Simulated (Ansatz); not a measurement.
Space group Fm-3m (No. 225). a = 4.056 Å, b = 4.056 Å, c = 4.056 Å, α = 90.00°, β = 90.00°, γ = 90.00°
```
atom site symmetry x y z
  Ti    4a m-3m  0.0000  0.0000  0.0000
```

Equation of state of this Ti structure (not necessarily the ground state), with shape and atoms relaxed at each volume where symmetry leaves them free. It has no gap at any of these volumes. The calculation used DFT PBEsol, scalar-relativistic, plane waves, PAW in Ansatz.

Cutoff 420 eV; k points 18×18×18 on the computed 1-atom cell (Γ-centred); Gaussian smearing, width 0.10 eV; no spin polarisation.

```tsv
V (Å³/atom)	E − E(largest V) (meV/atom)	P (GPa)
15.679	3.10	7.83
16.179	-14.49	3.66
16.680	-19.92	0.00
17.180	-14.66	-3.21
17.680	0.00	-6.03
```

Problem. Fit a third-order Birch–Murnaghan equation to E(V).

Solution. V0 = 16.67 Å³/atom, B0 = 114 GPa, B0' = 3.3.

This fcc form isn't the element's structure at ambient conditions.